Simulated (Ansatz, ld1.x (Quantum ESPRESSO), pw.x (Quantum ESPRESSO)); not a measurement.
**I (Z = 53): does the PAW potential hold in the solid?**

iodine, PAW, made with ld1.x (Quantum ESPRESSO) 7.5 (PBE, scalar-relativistic). Core [Kr] 4d10, reference 5s2 5p5. Waves: 5s (bound): rcut 1.60, rcutus 1.98 bohr; 5s channel at -0.9 Ry: rcut 1.60, rcutus 1.98 bohr; 5p (bound): rcut 1.88, rcutus 2.20 bohr; 5p channel at 1.45 Ry: rcut 1.88, rcutus 2.20 bohr; 5d channel at 0.25 Ry: rcut 1.76, rcutus 2.46 bohr; 5d channel at 2.55 Ry: rcut 1.76, rcutus 2.46 bohr. Local part: all-electron potential smoothed inside 2.30 bohr (lloc = -1). Core correction: Bessel-smoothed model core, default radius (core density twice the valence density). Augmentation charge: PSQ, inside the norm-conserving radii.

Atomic tests: cutoffs needed: 10 Ry and 18 Ry (the cutoffs (Ry, on a coarse ladder) from which the occupation-weighted sum of valence levels, in a spherical-Bessel basis at the reference potential, stays within 10 and 1 mRy of its value at 400 Ry); ghost test: no extra level below or beside the all-electron valence levels (s, p, d, f tested) (spherical-Bessel basis up to 400 Ry, 20 bohr box); largest excitation error: -277 meV (all-electron minus pseudo) for 5s2 5p1, out of 7 test configurations.

Crystal test: fcc I in pw.x 7.5, no spin, 11³ k-points, Fermi–Dirac smearing 0.01 Ry, cutoffs 40/320 Ry. The lattice is a test structure that the element need not adopt, and mesh and smearing are coarse.

pw.x input:

```
&control
  calculation='scf', prefix='x', pseudo_dir='./', outdir='./tmp', tstress=.true., disk_io='none'
/
&system
  ibrav=0, nat=1, ntyp=1, ecutwfc=40, ecutrho=320, nbnd=11,
  occupations='smearing', smearing='fd', degauss=0.01
/
&electrons
  conv_thr=1e-09, mixing_beta=0.4, electron_maxstep=70
/
ATOMIC_SPECIES
I 1.0 I.UPF
CELL_PARAMETERS angstrom
  0.00000000 2.61327042 2.61327042
  2.61327042 0.00000000 2.61327042
  2.61327042 2.61327042 0.00000000
ATOMIC_POSITIONS crystal
I 0.0000 0.0000 0.0000
K_POINTS automatic
11 11 11 0 0 0
```

```bash
pw.x < I.scf.in > I.scf.out
```

Question: How does the run end?

Answer: It converges; the pressure is 0.08 GPa against -0.05 GPa from all-electron LAPW.  The log shows:

```
Message from routine setup:
     using ibrav=0 with symmetry is DISCOURAGED, use correct ibrav instead
     lattice parameter (alat)  =       6.9839  a.u.
     unit-cell volume          =     240.8683 (a.u.)^3
     number of electrons       =         7.00
     number of Kohn-Sham states=           11
     kinetic-energy cutoff     =      40.0000  Ry
     charge density cutoff     =     320.0000  Ry
     scf convergence threshold =      1.0E-09
     Exchange-correlation= SLA  PW   PBX  PBC
     number of k points=    56  Fermi-Dirac smearing, width (Ry)=  0.0100
     iteration #  1     ecut=    40.00 Ry     beta= 0.40
     total energy              =    -378.88047974 Ry
     estimated scf accuracy    <       0.00056420 Ry
     iteration #  2     ecut=    40.00 Ry     beta= 0.40
     total energy              =    -378.88050193 Ry
     estimated scf accuracy    <       0.00013163 Ry
     iteration #  3     ecut=    40.00 Ry     beta= 0.40
     total energy              =    -378.88051883 Ry
     estimated scf accuracy    <       0.00000292 Ry
     iteration #  4     ecut=    40.00 Ry     beta= 0.40
     total energy              =    -378.88051940 Ry
     estimated scf accuracy    <       0.00000002 Ry
     iteration #  5     ecut=    40.00 Ry     beta= 0.40
     total energy              =    -378.88051940 Ry
     estimated scf accuracy    <          1.4E-09 Ry
     iteration #  6     ecut=    40.00 Ry     beta= 0.40
     the Fermi energy is     4.7116 ev
!    total energy              =    -378.88051940 Ry
     estimated scf accuracy    <          1.8E-11 Ry
     smearing contrib. (-TS)   =      -0.00699923 Ry
     convergence has been achieved in   6 iterations
          total   stress  (Ry/bohr**3)                   (kbar)     P=        0.77
     Message from routine punch:
     Nothing written, as per user request (disk_io='none')
```
